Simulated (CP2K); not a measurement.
MoS2: equation of state with PBE

Crystal: MoS2.

```
Mo S
1.0
     3.22746    0.00000    0.00000
    -1.61373    2.79507    0.00000
     0.00000    0.00000    6.31247
Mo S
1 2
Direct
  0.00000 0.00000 0.50000
  0.66667 0.33333 0.74468
  0.33333 0.66667 0.25532
```

Measurements of this composition are mostly on another form, of space group No. 194.

```
Program                             : CP2K 2026.2
Task                                : equation of state
Functional                          : PBE
Potentials or basis                 : POTENTIAL_UZH Mo GTH-PBE-q14, S GTH-PBE-q6; TZVP-MOLOPT-PBE-GTH basis
Density cutoff                      : 6123 eV
k mesh                              : 9 × 9 × 4
Occupations                         : fermi-dirac, width 0.05 eV
Spin                                : no spin polarisation
SCF solver                          : diagonalisation with k points
Quickstep method                    : GPW
EPS_DEFAULT                         : 1.0E-10
EPS_SCF                             : 1.0E-6
MAX_SCF                             : 100
SCF_GUESS                           : ATOMIC
k points reduced by the point group : yes
Mesh centred on Gamma               : yes
CHOLESKY                            : OFF
EPS_EIGVAL                          : 1.0E-7
MIXING METHOD                       : BROYDEN_MIXING
MIXING ALPHA                        : 0.4
NBUFFER                             : 8
NGRIDS                              : 4
Basis sets                          : Mo TZVP-MOLOPT-PBE-GTH-q14, S TZVP-MOLOPT-PBE-GTH-q6
Potentials                          : Mo GTH-PBE-q14 of POTENTIAL_UZH, S GTH-PBE-q6 of POTENTIAL_UZH
ADDED_MOS                           : [15]
REL_CUTOFF (Ry)                     : 60 Ry
MIXING BETA (1/bohr)                : 1.5 1/bohr
CUTOFF of the grids                 : 450 Ry
```

```
Equilibrium volume                        : 19.30 Å³/atom
Bulk modulus at fixed shape and positions : 129 GPa
Pressure derivative of the bulk modulus   : 4.4
```

Energy against volume, from the lowest point:
| volume (Å³/atom) | energy (meV/atom) |
| --- | --- |
| 17.843 | 51.29 |
| 18.222 | 27.03 |
| 18.602 | 10.93 |
| 18.982 | 2.17 |
| 19.361 | 0.00 |
| 19.741 | 3.76 |
| 20.120 | 12.83 |

All runs of the series together: 5.8 min on 1 thread of Intel(R) Xeon(R) Platinum 8375C CPU @ 2.90GHz (Ice Lake), on a shared host.

Caveat: the cell was scaled at fixed shape and fractional positions, which overstates the stiffness of a crystal with free parameters, most of all of layers and chains; this functional lacks dispersion, which binds the layers, so the pressure and a relaxed spacing across them are unreliable; the basis of atomic orbitals isn't converged, which shifts pressures, moduli and gaps.
